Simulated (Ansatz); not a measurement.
**CdTe: strong compression**

How does CdTe (rocksalt type) answer strong compression? The runs shown use PAW. Its runs: cell relaxed at zero pressure (PAW); volume scaled by 1 (PAW and PAW (partial_waves polarizable)); volume scaled by 0.94 (PAW); volume scaled by 0.88 (PAW); volume scaled by 0.8 (PAW); volume scaled by 0.72 (PAW and PAW (cutoff 600 eV)); volume scaled by 0.64 (PAW); volume scaled by 0.55 (PAW and PAW (cutoff 800 eV)).

Method: DFT, PBEsol, PAW with Ansatz's default frozen-core files, scalar-relativistic, in Ansatz 0.2.0.

### Step 1. The starting structure

The structure is cubic, space group Fm-3m (No. 225). The conventional cell has a = 5.796 Å, b = 5.796 Å, c = 5.796 Å, α = 90.00°, β = 90.00°, γ = 90.00°. Cd (site symmetry m-3m) has 6 Te at 2.90 Å as nearest neighbours. Te (site symmetry m-3m) has 6 Cd at 2.90 Å as nearest neighbours.

Coordinates:

```
CELL_PARAMETERS angstrom
0.00000 2.89816 2.89816
2.89816 0.00000 2.89816
2.89816 2.89816 0.00000
ATOMIC_POSITIONS crystal
Cd 0.00000 0.00000 0.00000
Te 0.50000 0.50000 0.50000
```

Whether this phase is the stable one at these pressures isn't tested.

Atoms are numbered in the order of the input: Cd1, Te2.

### Step 2. Cell relaxed at zero pressure, PAW

input.yaml

```yaml
crystal:
  lattice:
    - [0.0, 2.8981565878, 2.8981565878]
    - [2.8981565878, 0.0, 2.8981565878]
    - [2.8981565878, 2.8981565878, 0.0]
  atoms:
    - { symbol: Cd, position: [0.0, 0.0, 0.0] }
    - { symbol: Te, position: [0.5, 0.5, 0.5] }
kpoints:
  mp_grid: { grid: [13, 13, 13] }
scf:
  occupations: { method: fermi_dirac, width: 0.05 }
hamiltonian:
  xc: pbesol
  pseudopotentials: { kind: paw }
output:
  forces: true
  stress: true
relax:
  f_tol: 0.005
  max_steps: 40
  cell: {}
```

Launch:

```sh
ansatz run input.yaml --threads 1 --pin off --max-ram 2048MiB --backend cpu --events-out ev --progress --plain --runs-dir out
```

Further steps of the session: Volume scaled by 1, PAW; Volume scaled by 1, PAW (partial_waves polarizable); Volume scaled by 0.94, PAW; Volume scaled by 0.88, PAW; Volume scaled by 0.8, PAW; Volume scaled by 0.72, PAW; Volume scaled by 0.72, PAW (cutoff 600 eV); Volume scaled by 0.64, PAW; Volume scaled by 0.55, PAW; Volume scaled by 0.55, PAW (cutoff 800 eV).

Before running it: what results should come out? Wanted: PAW pressure at 0.55 of the volume; fitted bulk modulus at zero pressure.

The runs gave:

```
                                          quantity      value
                PAW pressure at 0.55 of the volume  144.7 GPa
PAW (cutoff 800 eV) pressure at 0.55 of the volume  144.7 GPa
        fitted bulk modulus at zero pressure (PAW)     57 GPa
                           its pressure derivative       4.75
```

In words: By PAW the pressure climbs to 145 GPa at 0.55 of the first volume. One third-order Birch-Murnaghan curve follows these points (B₀ = 57 GPa, B′ = 4.75, misfit at most 0.13 GPa). A fit over so wide a range leans to the high pressures, so B₀ can be off by several per cent. No all-electron run checks these rows here, and frozen cores can fail under such compression. The ions are at rest, and the electrons smeared by 0.05 eV. Spin-orbit coupling is left out, though the cell holds Te; in elements this heavy it can shift bands and gaps by tenths of an eV.
